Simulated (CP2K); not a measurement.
Crystal: SnTe.

```
CELL_PARAMETERS angstrom
4.45597 0.00000 0.00000
2.22799 3.85899 0.00000
2.22799 1.28633 3.63829
ATOMIC_POSITIONS crystal
Te 0.50000 0.50000 0.50000
Sn 0.00000 0.00000 0.00000
```

Base run:

| Property | Result |
| --- | --- |
| Program | CP2K 2026.2 |
| Functional | BEEF-vdW |
| Potentials or basis | POTENTIAL_UZH Te GTH-PBE-q6, Sn GTH-PBE-q4; TZVP-MOLOPT-PBE-GTH basis |
| Density cutoff | 9184 eV |
| k mesh | 7 × 7 × 7 |
| Occupations | fermi-dirac, width 0.05 eV |
| Spin | no spin polarisation |

Its results: pressure 3.9 GPa.

After a change of settings the same cell gave: pressure 3.0 GPa. Which change was it?
A. functional from BEEF-vdW to HLE17
B. functional from BEEF-vdW to optB88-vdW
C. functional from BEEF-vdW to PBE
D. functional from BEEF-vdW to LDA

C.

Caveats: the basis of atomic orbitals isn't converged, which shifts pressures, moduli and gaps; the potentials were made for another functional, which shifts forces and pressure (some runs).
